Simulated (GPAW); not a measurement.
The system is InAs.

```
In As
1.0
     0.00000    3.01800    3.01800
     3.01800    0.00000    3.01800
     3.01800    3.01800    0.00000
In As
1 1
Direct
  0.00000 0.00000 0.00000
  0.75000 0.75000 0.75000
```

- Program: GPAW 26.7.0
- Task: relaxation of cell and atoms
- Functional: RPBE
- Dispersion: D4
- Potentials or basis: the program's PAW data sets (release 1.2.1) made for this functional
- Cutoff: 600 eV
- Basis: pw
- k mesh: 8 × 8 × 8
- Occupations: fermi-dirac, width 0.05 eV
- Spin: no spin polarisation

At the start: pressure 1.7 GPa; volume 27.49 Å³/atom.

Task: How do energy, volume and symmetry change on relaxing?

Result: Over 3 steps the energy falls by 4.3 meV/atom and the volume is 28.28 Å³/atom (+2.9 %); space group F-43m (No. 216, to 0.05 Å).

Step by step:
```
step  energy change (eV)  largest force (eV/Å)  pressure (GPa)  volume (Å³)
   1              0.0000                0.0000            1.69        54.98
   2             -0.0033                0.0000            1.31        55.32
   3             -0.0086                0.0000            0.04        56.56
```

Final structure:
```yaml
crystal:
  lattice:
    - [0.00000, 3.04667, 3.04667]
    - [3.04667, 0.00000, 3.04667]
    - [3.04667, 3.04667, 0.00000]
  atoms:
    - { symbol: In, position: [0.00000, 0.00000, 0.00000] }
    - { symbol: As, position: [0.75000, 0.75000, 0.75000] }
```

Caveat: later steps reuse the first step's grids; pairwise dispersion overbinds metals, which lowers pressure and volume.
